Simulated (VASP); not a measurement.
# Mn (P6_3/mmc) in VASP: a series of runs

One crystal, Mn, is run at these levels: PBE; tasks: single point.

All numbers are computed with VASP 6.6.1; they aren't measurements. Logs are shortened: lines on timing, memory, paths and dates and some standing lists are left out, and cuts for length are marked.

## 1. The structure

The structure is hexagonal, space group P6_3/mmc (No. 194). The conventional cell has a = 2.484 Å, b = 2.484 Å, c = 4.026 Å, α = 90.00°, β = 90.00°, γ = 120.00°. Mn (site symmetry -6m2) has 12 Mn at 2.47 to 2.48 Å as nearest neighbours.

This isn't the form of Mn at room conditions, which is a 58-atom cubic cell.

## 2. Single point, PBE, collinear spin, ferromagnetic start

File INCAR:

```
PREC = Accurate
ENCUT = 460
EDIFF = 0.001
ISMEAR = 1
SIGMA = 0.1
LREAL = F
LASPH = T
NELM = 100
ALGO = Normal
ISIF = 2
LWAVE = F
LCHARG = F
ISPIN = 2
MAGMOM = 4 4
LORBIT = 11
LMAXMIX = 4
GGA = PE
ADDGRID = F
```

File KPOINTS:

```
regular mesh
0
Gamma
  9 9 5
```

File POSCAR:

```
Mn
1.0
    2.4836457705      0.0000000000      0.0000000000
   -1.2418228853      2.1509003313      0.0000000000
    0.0000000000      0.0000000000      4.0261950000
Mn
2
Direct
    0.3333333333      0.6666666667      0.2500000000
    0.6666666667      0.3333333333      0.7500000000
```

Potentials or basis: VASP PAW PBE potentials, release 64 (Mn_pv).

Launch:

```bash
cat potpaw_PBE.64/Mn_pv/POTCAR > POTCAR
mpirun -np 1 vasp_std > vasp.out
```

OUTCAR:

```text
PREC = Accurate
   ENCUT = 460
   EDIFF = 0.001
   ISMEAR = 1
   LREAL = F
   LASPH = T
   NELM = 100
   ISIF = 2
   ISPIN = 2
   LORBIT = 11
   GGA = PE

 Found     36 irreducible k-points:

 Following reciprocal coordinates:
            Coordinates               Weight
  0.000000  0.000000  0.000000      1.000000
  0.111111  0.000000  0.000000      6.000000
  0.222222  0.000000  0.000000      6.000000
  0.333333  0.000000  0.000000      6.000000
  0.444444  0.000000  0.000000      6.000000
  0.111111  0.111111  0.000000      6.000000
   k-points           NKPTS =     36   k-points in BZ     NKDIM =     36   number of bands    NBANDS=     21
   number of dos      NEDOS =    301   number of ions     NIONS =      2
   total plane-waves  NPLWV =   9072
   dimension x,y,z NGX =    18 NGY =   18 NGZ =   28
   dimension x,y,z NGXF=    36 NGYF=   36 NGZF=   56
   ions per type =               2
   NGX,Y,Z   is equivalent  to a cutoff of  12.05, 12.05, 11.56 a.u.
   NGXF,Y,Z  is equivalent  to a cutoff of  24.10, 24.10, 23.12 a.u.
 SYSTEM =  unknown system
   PREC   = accura    normal or accurate (medium, high low for compatibility)
   ISTART =      0    job   : 0-new  1-cont  2-samecut
   ICHARG =      2    charge: 1-file 2-atom 10-const
   ISPIN  =      2    spin polarized calculation?
   LNONCOLLINEAR =      F non collinear calculations
   LSORBIT =      F    spin-orbit coupling
   LASPH  =      T    aspherical Exc in radial PAW
   ENCUT  =  460.0 eV  33.81 Ry    5.81 a.u.   4.34  4.34  7.04*2*pi/ulx,y,z
   NELM   =    100;   NELMIN=  2; NELMDL= -5     # of ELM steps
   EDIFF  = 0.1E-02   stopping-criterion for ELM
   LREAL  =      F    real-space projection
   EDIFFG = 0.1E-01   stopping-criterion for IOM
   NSW    =      0    number of steps for IOM
   IBRION =     -1    ionic relax: 0-MD 1-quasi-New 2-CG
   NFREE  =      0    steps in history (QN), initial steepest desc. (CG)
   ISIF   =      2    stress and relaxation
   ISYM   =      2    0-nonsym 1-usesym 2-fastsym
   POTIM  = 0.5000    time-step for ionic-motion
   TEBEG  =    0.0;   TEEND  =   0.0 temperature during run
   PSTRESS=    0.0 pullay stress
   NELECT =      26.0000    total number of electrons
   NUPDOWN=      -1.0000    fix difference up-down
   EMIN   =  10.00;   EMAX   =-10.00  energy-range for DOS
   EFERMI =   0.00;   METHOD = LEGACY
   ISMEAR =     1;   SIGMA  =   0.10  broadening in eV -4-tet -1-fermi 0-gaus
   EFERMI_NEDOS =   21; number of points for ismear=-14 and -15
   IALGO  =     38    algorithm
   IMIX   =      4    mixing-type and parameters
     AMIX     =   0.40;   BMIX     =  1.00
     AMIX_MAG =   1.60;   BMIX_MAG =  1.00
  volume/ion in A,a.u.               =      10.75        72.57
  Fermi-wavevector in a.u.,A,eV,Ry     =   1.743938  3.295565 41.379665  3.041320
  Thomas-Fermi vector in A             =   2.815914
   LORBIT       =     11    0 simple, 1 ext, 2 COOP (PROOUT), +10 PAW based schemes
   GGA     = PE    functional components
   LHFCALC =     F    Hartree Fock is set to
   AEXX    =    0.0000 exact exchange contribution
   IVDW    =     0    specifies the selected vdW correction
   LEPSILON=     F    determine dielectric tensor
   LRPA    =     F    only Hartree local field effects (RPA)
 spin polarized calculation
 Methfessel and Paxton  Order N= 1 SIGMA  =   0.10
  energy-cutoff  :      460.00
  volume of cell :       21.51
 maximum number of plane-waves:       513
 NGX is ok and might be reduce to    18
   NGX =  9   NGY =  9   NGZ = 15

 number of electron      26.0000014 magnetization       1.2117490

 number of electron      26.0000014 magnetization      -0.0796016

 Free energy of the ion-electron system (eV)
  ---------------------------------------------------
  ext. energy  EPLUGINS =         0.00000000
  ---------------------------------------------------
  free energy    TOTEN  =       -17.88072040 eV

  energy without entropy =      -17.87945314  energy(sigma->0) =      -17.88029798

 E-fermi :  10.3315     XC(G=0): -14.0154

 val. band max:       10.3291059623   @ k =   0.3333   0.2222   0.4000
 cond. band min:      10.3432153066   @ k =   0.4444   0.1111   0.4000
 fundamental gap:      0.0141093443
 Fermi energy:        10.3314556702

 spin component 1

 k-point     1 :       0.0000    0.0000    0.0000
  band No.  band energies     occupation
      1     -37.9031      1.00000
      2     -37.2368      1.00000
      3     -37.2368      1.00000
      4     -37.1339      1.00000
      5     -37.1337      1.00000
      6     -37.1337      1.00000
[... 13 lines left out ...]
     20      31.1270      0.00000
     21      34.3813      0.00000

 k-point     2 :       0.1111    0.0000    0.0000
  band No.  band energies     occupation
      1     -37.8731      1.00000
      2     -37.3028      1.00000
      3     -37.2575      1.00000
      4     -37.2017      1.00000
      5     -37.1451      1.00000
      6     -37.1436      1.00000
[... 13 lines left out ...]
     20      30.0069      0.00000
     21      32.8035      0.00000

 k-point     3 :       0.2222    0.0000    0.0000
  band No.  band energies     occupation
      1     -37.7903      1.00000
      2     -37.4716      1.00000
      3     -37.3692      1.00000
      4     -37.3084      1.00000
      5     -37.1803      1.00000
      6     -37.1705      1.00000
[... 13 lines left out ...]
     20      26.0165      0.00000
     21      30.5329      0.00000

 k-point     4 :       0.3333    0.0000    0.0000
  band No.  band energies     occupation
      1     -37.6779      1.00000
      2     -37.6656      1.00000
      3     -37.5524      1.00000
      4     -37.3642      1.00000
      5     -37.2382      1.00000
      6     -37.2034      1.00000
[... 13 lines left out ...]
     20      22.4124      0.00000
     21      27.9894      0.00000

 k-point     5 :       0.4444    0.0000    0.0000
  band No.  band energies     occupation
      1     -37.7929      1.00000
      2     -37.6682      1.00000
      3     -37.5789      1.00000
      4     -37.3996      1.00000
      5     -37.3016      1.00000
      6     -37.2254      1.00000
[... 13 lines left out ...]
     20      22.2879      0.00000
     21      25.5539      0.00000

 k-point     6 :       0.1111    0.1111    0.0000
  band No.  band energies     occupation
      1     -37.8164      1.00000
      2     -37.4023      1.00000
      3     -37.3552      1.00000
      4     -37.2632      1.00000
      5     -37.1744      1.00000
      6     -37.1685      1.00000
[... 13 lines left out ...]
     20      27.9395      0.00000
     21      29.0219      0.00000

 [... further k-points ...]

 spin component 2

 k-point     1 :       0.0000    0.0000    0.0000
  band No.  band energies     occupation
      1     -37.9390      1.00000
      2     -37.2780      1.00000
      3     -37.2780      1.00000
      4     -37.1751      1.00000
      5     -37.1751      1.00000
      6     -37.1704      1.00000
[... 13 lines left out ...]
     20      31.1108      0.00000
     21      34.3541      0.00000

 k-point     2 :       0.1111    0.0000    0.0000
  band No.  band energies     occupation
      1     -37.9090      1.00000
      2     -37.3440      1.00000
      3     -37.2987      1.00000
      4     -37.2430      1.00000
      5     -37.1849      1.00000
      6     -37.1817      1.00000
[... 13 lines left out ...]
     20      29.9875      0.00000
     21      32.7847      0.00000

 k-point     3 :       0.2222    0.0000    0.0000
  band No.  band energies     occupation
      1     -37.8262      1.00000
      2     -37.5126      1.00000
      3     -37.4103      1.00000
      4     -37.3496      1.00000
      5     -37.2168      1.00000
      6     -37.2118      1.00000
[... 13 lines left out ...]
     20      25.9940      0.00000
     21      30.5131      0.00000

 k-point     4 :       0.3333    0.0000    0.0000
  band No.  band energies     occupation
      1     -37.7140      1.00000
      2     -37.7064      1.00000
      3     -37.5933      1.00000
      4     -37.4053      1.00000
      5     -37.2747      1.00000
      6     -37.2447      1.00000
[... 13 lines left out ...]
     20      22.3880      0.00000
     21      27.9705      0.00000

 k-point     5 :       0.4444    0.0000    0.0000
  band No.  band energies     occupation
      1     -37.8335      1.00000
      2     -37.7090      1.00000
      3     -37.6150      1.00000
      4     -37.4406      1.00000
      5     -37.3380      1.00000
      6     -37.2666      1.00000
[... 13 lines left out ...]
     20      22.2647      0.00000
     21      25.5294      0.00000

 k-point     6 :       0.1111    0.1111    0.0000
  band No.  band energies     occupation
      1     -37.8523      1.00000
      2     -37.4433      1.00000
      3     -37.3963      1.00000
      4     -37.3044      1.00000
      5     -37.2157      1.00000
      6     -37.2051      1.00000
[... 13 lines left out ...]
     20      27.9179      0.00000
     21      29.0010      0.00000

 [... further k-points ...]

------------------------ aborting loop because EDIFF is reached ----------------------------------------

  FORCE on cell =-STRESS in cart. coord.  units (eV):
  Direction    XX          YY          ZZ          XY          YZ          ZX
  --------------------------------------------------------------------------------------
  -------------------------------------------------------------------------------------
  Total       -0.2458177     -0.2458177     -0.2794499      0.0000000      0.0000000      0.0000000
  in kB      -18.3112916    -18.3112916    -20.8166026      0.0000000      0.0000000      0.0000000
  external PRESSURE =     -19.1463953 kB  Pullay stress =       0.0000000 kB

 VOLUME and BASIS-vectors are now :
 -----------------------------------------------------------------------------
  energy-cutoff  :      460.00
  volume of cell :       21.51
      direct lattice vectors                 reciprocal lattice vectors
     2.483645770  0.000000000  0.000000000     0.402633907  0.232460795  0.000000000
    -1.241822885  2.150900331  0.000000000     0.000000000  0.464921589  0.000000000
     0.000000000  0.000000000  4.026195000     0.000000000  0.000000000  0.248373464

 POSITION                                       TOTAL-FORCE (eV/Angst)
 -----------------------------------------------------------------------------------
     -0.00000      1.43393      1.00655         0.000000      0.000000      0.000000
      1.24182      0.71697      3.01965        -0.000000     -0.000000      0.000000
 -----------------------------------------------------------------------------------
    total drift:                               -0.000000      0.000000     -0.000000

  FREE ENERGIE OF THE ION-ELECTRON SYSTEM (eV)
  ---------------------------------------------------
  free  energy   TOTEN  =       -17.8807204040 eV

  energy  without entropy=      -17.8794531365  energy(sigma->0) =      -17.88029798

 total charge

# of ion       s       p       d       tot
------------------------------------------
    1        0.427   6.401   5.157  11.984
    2        0.427   6.401   5.157  11.984
--------------------------------------------------
tot          0.853  12.801  10.313  23.968

 magnetization (x)

# of ion       s       p       d       tot
------------------------------------------
    1        0.000  -0.001  -0.024  -0.025
    2        0.000  -0.001  -0.024  -0.025
--------------------------------------------------
tot          0.000  -0.002  -0.047  -0.050
```

It took 36 s on 1 thread of AMD EPYC, shared host; peak memory 0.11 GiB.

These settings aren't checked as converged: the numbers below hold their error.

Results:

```yaml
Free_energy: -17.8807 eV
Pressure: -1.9 GPa
Band_gap_on_the_k_mesh: none (metal or under the smearing width)
Net_moment: -0.08 μB per cell
Site_moments: Mn -0.03 μB
Valence_electrons_inside_the_program's_atomic_spheres: Mn 11.98
```

Caveat: the starting moments collapsed, and a magnetic state may lie lower.

## 3. Single point, PBE, collinear spin, ferromagnetic start

INCAR is that of step 2.

KPOINTS is that of step 2.

File POSCAR:

```
Mn
1.0
    2.4836457705      0.0000000000      0.0000000000
   -1.2418228853      2.1509003313      0.0000000000
    0.0000000000      0.0000000000      4.0261950000
Mn
2
Direct
    0.3276130000      0.6533230000      0.2419640000
    0.6727760000      0.3616470000      0.7542400000
```

Potentials or basis: VASP PAW PBE potentials, release 64 (Mn_pv).

Launch:

```bash
cat potpaw_PBE.64/Mn_pv/POTCAR > POTCAR
mpirun -np 1 vasp_std > vasp.out
```

Run time: 2.9 min. Hardware: 1 thread of AMD EPYC, shared host; peak memory 0.18 GiB.

These settings aren't checked as converged: the numbers below hold their error.

What came out:

- Free energy: -17.8690 eV
- Pressure: -2.4 GPa
- Largest force: 0.241 eV/Å
- Band gap on the k mesh: none (metal or under the smearing width)
- Net moment: -0.02 μB per cell
- Valence electrons inside the program's atomic spheres: Mn 11.99

Caveat: the starting moments collapsed, and a magnetic state may lie lower.

## 4. Single point, PBE, collinear spin, ferromagnetic start

INCAR: that of step 3 with these lines changed.

```diff
@@ -2,3 +2,3 @@
 ENCUT = 460
-EDIFF = 0.001
+EDIFF = 1E-4
 ISMEAR = 1
```

KPOINTS is that of step 3.

File POSCAR:

```
Mn
1.0
    2.4836457705      0.0000000000      0.0000000000
   -1.2418228853      2.1509003313      0.0000000000
    0.0000000000      0.0000000000      4.0261950000
Mn
2
Direct
    0.3333333333      0.6666666667      0.2500000000
    0.6666666667      0.3333333333      0.7500000000
```

Launch:

```bash
cat potpaw_PBE.64/Mn_pv/POTCAR > POTCAR
mpirun -np 1 vasp_std > vasp.out
```

Run time: 43 s. Hardware: 1 thread of AMD EPYC, shared host; peak memory 0.11 GiB.

The run converged, but some of its settings lie outside the range that counts as converged, so its numbers aren't taken as properties of the crystal.

Results:

```yaml
Free_energy: -17.8809 eV
Pressure: -2.2 GPa
Band_gap_on_the_k_mesh: none (metal or under the smearing width)
Net_moment: -0.01 μB per cell
Valence_electrons_inside_the_program's_atomic_spheres: Mn 11.98
```

Caveat: the starting moments collapsed, and a magnetic state may lie lower.

## 5. Single point, PBE, collinear spin, ferromagnetic start

INCAR is that of step 4.

KPOINTS is that of step 4.

File POSCAR:

```
Mn
1.0
    2.4836457705      0.0000000000      0.0000000000
   -1.2418228853      2.1509003313      0.0000000000
    0.0000000000      0.0000000000      4.0261950000
Mn
2
Direct
    0.3276130000      0.6533230000      0.2419640000
    0.6727760000      0.3616470000      0.7542400000
```

Launch:

```bash
cat potpaw_PBE.64/Mn_pv/POTCAR > POTCAR
mpirun -np 1 vasp_std > vasp.out
```

Run time: 3.3 min. Hardware: 1 thread of AMD EPYC, shared host; peak memory 0.18 GiB.

These settings aren't checked as converged: the numbers below hold their error.

Results:

```yaml
Free_energy: -17.8691 eV
Pressure: -1.4 GPa
Largest_force: 0.241 eV/Å
Band_gap_on_the_k_mesh: none (metal or under the smearing width)
Net_moment: -0.01 μB per cell
Valence_electrons_inside_the_program's_atomic_spheres: Mn 11.99
```

Caveat: the starting moments collapsed, and a magnetic state may lie lower.

## 6. Single point, PBE, collinear spin, ferromagnetic start

INCAR: that of step 5 with these lines changed.

```diff
@@ -2,3 +2,3 @@
 ENCUT = 460
-EDIFF = 1E-4
+EDIFF = 1E-5
 ISMEAR = 1
```

KPOINTS is that of step 5.

File POSCAR:

```
Mn
1.0
    2.4836457705      0.0000000000      0.0000000000
   -1.2418228853      2.1509003313      0.0000000000
    0.0000000000      0.0000000000      4.0261950000
Mn
2
Direct
    0.3333333333      0.6666666667      0.2500000000
    0.6666666667      0.3333333333      0.7500000000
```

Potentials or basis: VASP PAW PBE potentials, release 64 (Mn_pv).

Launch:

```bash
cat potpaw_PBE.64/Mn_pv/POTCAR > POTCAR
mpirun -np 1 vasp_std > vasp.out
```

It took 46 s on 1 thread of AMD EPYC, shared host; peak memory 0.11 GiB.

These settings aren't checked as converged: the numbers below hold their error.

Results:

- Free energy: -17.8809 eV
- Pressure: -2.2 GPa
- Band gap on the k mesh: none (metal or under the smearing width)
- Net moment: -0.01 μB per cell
- Valence electrons inside the program's atomic spheres: Mn 11.98

Caveat: the starting moments collapsed, and a magnetic state may lie lower.
